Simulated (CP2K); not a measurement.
## In under changes of volume

One of the cells (26.686 Å³/atom); the others are scaled copies at fixed shape and fractional positions:

```
In
1.0
     3.26063    0.00000    0.00000
    -1.08688    3.07415    0.00000
    -1.08688   -1.53708    2.66229
In
1
Direct
  0.00000 0.00000 0.00000
```

This isn't the form of In at room conditions, which is tetragonal.

- Program: CP2K 2026.2
- Functional: r2SCAN
- Potentials or basis: POTENTIAL_UZH In GTH-SCAN-q13; TZVP-MOLOPT-SCAN-GTH basis
- Density cutoff: 9184 eV
- k mesh: 10 × 10 × 10
- Occupations: fermi-dirac, width 0.0259 eV
- Spin: no spin polarisation

```tsv
volume (Å³/atom)	energy over the lowest point (meV/atom)	pressure (GPa)
25.085	?	?
25.618	4.69	1.7
26.152	1.03	0.8
26.686	0.00	0.0
27.220	1.04	-0.6
27.753	4.02	-1.2
28.287	8.98	-1.8
```

Question: What does the run at 25.085 Å³/atom give?

Answer: Energy over the lowest point 11.75 meV/atom; pressure 2.7 GPa.

Worked out: A Birch-Murnaghan fit of order 3 (a polynomial in V^(-2/3)) to the other rows has its minimum at 26.69 Å³/atom with B0 = V·E''(V) = 33 GPa and B' = 3.9. It gives 10.93 meV/atom at 25.085 Å³/atom, against the run's 11.75, and -dE/dV = 2.3 GPa, against 2.7.

Energies are extrapolated to zero smearing.

Caveats: the basis of atomic orbitals isn't converged, which shifts pressures, moduli and gaps.
